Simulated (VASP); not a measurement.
Write the native input for VASP 6.6.1 that does the following.

* Task: single point
* Functional: PBE
* Potentials or basis: VASP PAW PBE potentials, release 64 (O, H, C)
* Cutoff: 520 eV
* k mesh: 1 × 1 × 1
* Occupations: fermi-dirac, width 0.05 eV
* Spin: no spin polarisation
* Dipole correction: no
* Further INCAR settings: LREAL = Auto; ALGO = Normal; EDIFF = 1e-06; NBANDS = 48

The structure of H12CO8 lies in POSCAR:

```
H12CO8
1.0
    6.2658270000      0.0000000000      0.0000000000
    0.0000000000      6.2658270000      0.0000000000
    0.0000000000      0.0000000000      6.2658270000
O H C
8 12 1
Direct
    0.0242904887      1.1029350156      0.3534090552
    0.4649984751      0.9131117090      0.1591968626
    0.2850701113      0.2986836375      0.5748004214
    0.5913026325      0.0380316916      0.6821126724
    0.0149062526      0.3781942910      1.0034110421
    0.4721324097      0.4844532094      0.9050521184
    0.6452141114      0.6245304890      0.3546219837
    0.8711539594      0.6126884767      0.6442405767
    0.0358611880      1.1425467061      0.1923130019
    0.0014204031      0.9470098680      0.3380240150
    0.5238095466      0.9765031815      0.0225828131
    0.5809608213      0.8881189985      0.2551458890
    0.3464825952      0.3647244011      0.4342603139
    0.1575689849      0.2305362085      0.4797610914
    0.4451287915      0.1118128541      0.6290310920
    0.6734944964      0.1217716353      0.5890523310
    0.1340445563      0.4040009403      0.8976628305
   -0.1047427578      0.4304300135      0.9059777744
    0.4797451318      0.5793489032      1.0201366875
    0.4423837428      0.6080921162      0.7977717865
    0.7694435228      0.6079963587      0.4931192642
```

The cell was built by a generator and needn't be a form met in nature.

These files were run (other wordings do the same):

INCAR

```
ALGO = Normal ; EDIFF = 1E-6
ENCUT = 520 ; GGA = PE
ISIF = 2 ; ISMEAR = -1
LASPH = T ; LCHARG = F
LREAL = Auto ; LWAVE = F
NBANDS = 48 ; NELM = 60
PREC = Accurate ; SIGMA = 0.05
```

KPOINTS

```
k-points
0
Gamma
  1 1 1
```

Potentials or basis: VASP PAW PBE potentials, release 64 (O, H, C).

The run is started by

```console
$ cat potpaw_PBE.64/O/POTCAR potpaw_PBE.64/H/POTCAR potpaw_PBE.64/C/POTCAR > POTCAR
$ mpirun -np 1 vasp_gam > vasp.out
```

It gave:

The pressure is 0.5 GPa, the largest force is 4.069 eV/Å and the band gap on the k mesh is 3.71 eV, direct.

Caveat: the standard files for N, O and F lose accuracy on very short bonds.

Run time: 30 s on 1 thread of Intel(R) Xeon(R) Platinum 8259CL CPU @ 2.50GHz (Skylake/Cascade Lake), with other jobs on the host, peak memory 0.31 GiB.
